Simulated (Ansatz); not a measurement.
input.yaml

```yaml
crystal:
  lattice:
    - [3.4951789168, 0.0, 0.0]
    - [-1.7475894584, 3.0269137327, 0.0]
    - [0.0, 0.0, 7.6239827807]
  atoms:
    - { symbol: Te, position: [0.3333333333, 0.6666666667, 0.7613983567] }
    - { symbol: Te, position: [0.3333333333, 0.6666666667, 0.2386016433] }
    - { symbol: Mo, position: [0.0, 0.0, 0.0] }
basis:
  ecutwfc: 420
kpoints:
  mp_grid: { grid: [9, 9, 4] }
  band_path:
    path:
      - [[0.0, 0.0, 0.0], [0.5, 0.0, 0.0], [0.33333333, 0.33333333, 0.0], [0.0, 0.0, 0.0], [0.0, 0.0, 0.5], [0.5, 0.0, 0.5], [0.33333333, 0.33333333, 0.5], [0.0, 0.0, 0.5]]
      - [[0.5, 0.0, 0.5], [0.5, 0.0, 0.0]]
      - [[0.33333333, 0.33333333, 0.5], [0.33333333, 0.33333333, 0.0]]
    npoints: 14
hamiltonian:
  xc: pbe
  dispersion: d3bj
scf:
  occupations: { method: gaussian, width: 0.02 }
  n_extra_bands: 7
output:
  forces: true
  stress: true
  eigenvalues: true
  populations: true
  dos: { projected: true, de: 0.02, nscf_kmesh: { grid: [14, 14, 6] } }
  bader: true
  write_density: true
  write_potential: true
  elf: true
  volumetric_format: npy
```

Launched with
```bash
ansatz run input.yaml --threads 1 --pin off --max-ram 2560MiB --backend cpu --events-out ev --progress --plain --runs-dir out
```

Method: DFT PBE+D3(BJ), scalar-relativistic, plane waves, PAW (Ansatz 0.2.0).

Part of what the program printed, abridged:

```
scf.n_extra_bands = 7 over 23 filled bands (N_el = 46.0): the run solves 30 bands
Pseudopotentials: kind: paw
Pseudopotential: Te, paw, valence charge 16, recommended cutoff 420 eV (normal)
Pseudopotential: Mo, paw, valence charge 14, recommended cutoff 420 eV (normal)
Functional definition: PBE
Crystal: 3 atoms, lattice volume = 80.659 Å³
Basis set: ecut = 420 eV, 1543 PW (Γ), exchange–correlation on 48×48×108 points (8 copies of the dense FFT grid, shifted against one another)
Bands: 30, of which v1, the nominal top of the filled ones, is band 23 counted from 1 (22 counted from 0)
Symmetry: 12 space group operations
Space group: P-6m2 (ITA 187), of the structure as read, at distance tolerance 4.3e-5 Å
k-points: 36 of 324 (time reversal used)
Initial density: superposition of atomic densities (neutral atoms: chi_scale 0, normalization atom), corrected by the library's trained network
Initial wavefunctions: pseudopotential atomic-orbital guess
Functional: x = pbe(κ = 0.804, μ = 0.21951497), c = pbe(β = 0.06672455)
SCF iter   1: F=—  HF=-18918.151856 eV  |F-HF|=—  |Δ(HF+E_count)|=         —  Δρ=4.42e-3  dr2=1.08e-2  ethr=1.77e-3  ⟨swp⟩=6.9  Hψ=4911  notcnv=0
SCF iter   2: F=—  HF=-18918.155197 eV  |F-HF|=—  |Δ(HF+E_count)|=   3.34e-3  Δρ=2.58e-3  dr2=3.41e-3  ethr=2.35e-5  ⟨swp⟩=2.0  Hψ=1835  notcnv=0  defer=95
SCF iter   3: F=—  HF=-18918.157316 eV  |F-HF|=—  |Δ(HF+E_count)|=   2.12e-3  Δρ=1.28e-3  dr2=4.17e-3  ethr=7.41e-6  ⟨swp⟩=2.0  Hψ=1500  notcnv=0  defer=95
SCF iter   4: F=—  HF=-18918.156909 eV  |F-HF|=—  |Δ(HF+E_count)|=   4.07e-4  Δρ=2.69e-4  dr2=1.02e-4  ethr=7.41e-6  ⟨swp⟩=2.0  Hψ=1271  notcnv=0  defer=95
SCF iter   5: F=—  HF=-18918.156934 eV  |F-HF|=—  |Δ(HF+E_count)|=   2.55e-5  Δρ=8.81e-5  dr2=1.67e-5  ethr=2.22e-7  ⟨swp⟩=2.0  Hψ=1224  notcnv=0  defer=95
SCF iter   6: F=—  HF=-18918.156941 eV  |F-HF|=—  |Δ(HF+E_count)|=   6.02e-6  Δρ=3.54e-5  dr2=2.28e-6  ethr=3.63e-8  ⟨swp⟩=2.0  Hψ=1250  notcnv=0  defer=95
SCF iter   7: F=—  HF=-18918.156944 eV  |F-HF|=—  |Δ(HF+E_count)|=   3.02e-6  Δρ=9.48e-6  dr2=1.14e-7  ethr=4.96e-9  ⟨swp⟩=2.1  Hψ=1299  notcnv=0  defer=95
SCF iter   8: F=-18918.156944 eV  HF=-18918.156944 eV  |F-HF|=2.56e-8  |Δ(HF+E_count)|=   4.19e-7  Δρ=2.69e-6  dr2=7.11e-9  ethr=2.17e-10  ⟨swp⟩=15.1  Hψ=7549  notcnv=0
SCF 1 converged in 8 iterations: F = -18918.156944 eV  dr2 = 7.11e-9
SCF converged after 8 iterations
Free energy (F): -18918.156944 eV
Harris-Foulkes:  -18918.156944 eV  (|F-HF|=2.56e-8)
Internal energy: -18918.156944 eV  (E = F + TS)
E sigma→0 (E₀):  -18918.156944 eV
Fermi energy:    11.663564 eV
--- Per-component energies (eV) ---
  E_band       = -626.293909
  E_kinetic    = 804.980457
  E_local      = -4493.442058  (includes V_loc(G=0)·N_el)
  E_nonlocal   = -476.302209
  E_hartree    = 2441.119795
  E_xc         = -433.023038
  E_vxc        = -438.617357  (∫ρ·V_xc dr)
  E_paw        = -12526.943345  (= ΣΔE_a)
  E_vpaw       = -905.152768  (= ΣTr[D̂ρ^β])
  E_aug_tail   = -0.000346  (compensation charges beyond the density's cutoff)
  E_ewald      = -4233.047502
  E_disp       = -1.498697  (pairwise vdW)
  E_smearing   =  0.000000  (= −TS)
--- Forces (eV/Å), atoms counted from 1 ---
  atom   1  Te     0.00000000     0.00000000     0.00105683
  atom   2  Te     0.00000000     0.00000000    -0.00105683
  atom   3  Mo     0.00000000     0.00000000     0.00000000
--- Stress (GPa, compression-positive) ---
       -0.006892       0.000000       0.000000
        0.000000      -0.006892       0.000000
        0.000000       0.000000      -0.005635
  P = ⅓ Tr σ = -0.0065 GPa (-0.065 kbar)
--- Band table (eV; the first three rows and the last of 36) ---
  k-point 0: bands = ["-49.5166", "-25.4147", "-25.4147", "-25.4042", "-25.4042", "-25.3453", "-25.3453", "-25.3343", "-25.3343", "-25.3238", "-25.3137", "-23.6970", "-23.5209", "-23.5209", "-1.6773", "-0.6081", "5.6794", "9.5391", "9.5391", "10.1357", "10.1940", "10.3268", "10.3268", "14.4071", "14.4071", "14.5452", "14.5452", "16.4573", "17.9497", "19.7109"]
  k-point 1: bands = ["-49.5166", "-25.4147", "-25.4147", "-25.4042", "-25.4042", "-25.3451", "-25.3451", "-25.3345", "-25.3345", "-25.3230", "-25.3146", "-23.6971", "-23.5209", "-23.5209", "-1.6237", "-0.6982", "5.9703", "9.1176", "9.5438", "9.5438", "10.3204", "10.3204", "10.7791", "14.3286", "14.3286", "14.6319", "14.6319", "17.0611", "18.0706", "19.4650"]
  k-point 2: bands = ["-49.5166", "-25.4147", "-25.4147", "-25.4042", "-25.4042", "-25.3449", "-25.3449", "-25.3347", "-25.3347", "-25.3219", "-25.3156", "-23.6970", "-23.5209", "-23.5209", "-1.5589", "-0.7984", "6.3632", "8.4309", "9.5486", "9.5486", "10.3139", "10.3139", "10.9443", "14.2809", "14.2809", "14.6880", "14.6880", "17.5918", "18.5465", "19.2984"]
  k-point 35: bands = ["-49.5053", "-25.4189", "-25.3958", "-25.3914", "-25.3908", "-25.3654", "-25.3548", "-25.3411", "-25.3402", "-25.3141", "-25.3019", "-23.6409", "-23.6163", "-23.5987", "0.8819", "0.9276", "6.4647", "6.7042", "7.2865", "7.9501", "8.4824", "8.8774", "11.1792", "12.3557", "12.6510", "14.0216", "14.9512", "16.8203", "17.0934", "17.4754"]
--- Löwdin populations: 3 sites ---
  site symbol q [e]
     0     Te     15.8737
     1     Te     15.8737
     2     Mo     14.0589
  spilling = 0.004210 (of n_electrons = 46.000000)
--- Bader charges: 3 sites ---
  site symbol charge [e]  shift [e]
     0     Te     -0.2961     0.0003
     1     Te     -0.2961     0.0003
     2     Mo      0.5922     0.0006
  estimated error of the sums over rays = 5.2e-4 e
```

The calculation finished and met its thresholds.

The run took 57 s on 1 thread of Arm Neoverse V2, on a shared host, peak memory 0.43 GiB.

Spin-orbit coupling is left out, which matters for the bands of heavy elements.